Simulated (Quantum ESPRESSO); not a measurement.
V in Quantum ESPRESSO: the effect of target pressure

The system is V.

```xyz
1
Lattice="-1.5144 1.5144 1.5144 1.5144 -1.5144 1.5144 1.5144 1.5144 -1.5144" Properties=species:S:1:pos:R:3 pbc="T T T"
V     0.0000    0.0000    0.0000
```

Alike in all runs:

- Program: Quantum ESPRESSO 7.5
- Task: relaxation of cell and atoms
- Functional: LDA
- Potentials or basis: SSSP 1.3 efficiency PBE
- Cutoff: 857 eV
- Density cutoff: 6884 eV
- k mesh: 12 × 12 × 12
- Occupations: fermi-dirac, width 0.05 eV
- Spin: collinear spin, ferromagnetic start
- Starting moments: [2.0] μB

Each run relaxes the cell or the atoms first.

```csv
target pressure,relaxed volume (Å³/atom)
0 GPa,12.53
2 GPa,12.41
5 GPa,12.24
10 GPa,?
20 GPa,11.53
30 GPa,11.16
```

Q: What does the run with target pressure 10 GPa give?

A: Relaxed volume 11.98 Å³/atom.

Worked out: In Murnaghan's law V^(-B') rises as a straight line in P. The other rows fit best with B' = 4.2, V0 = 12.53 Å³/atom and B0 = 201 GPa, which gives 11.98 Å³/atom at 10 GPa, against the run's 11.98.

Caveats: the potentials were made for another functional, which shifts forces and pressure; the volume moved by over 15 % at a fixed basis, so the end points are rough (some runs).
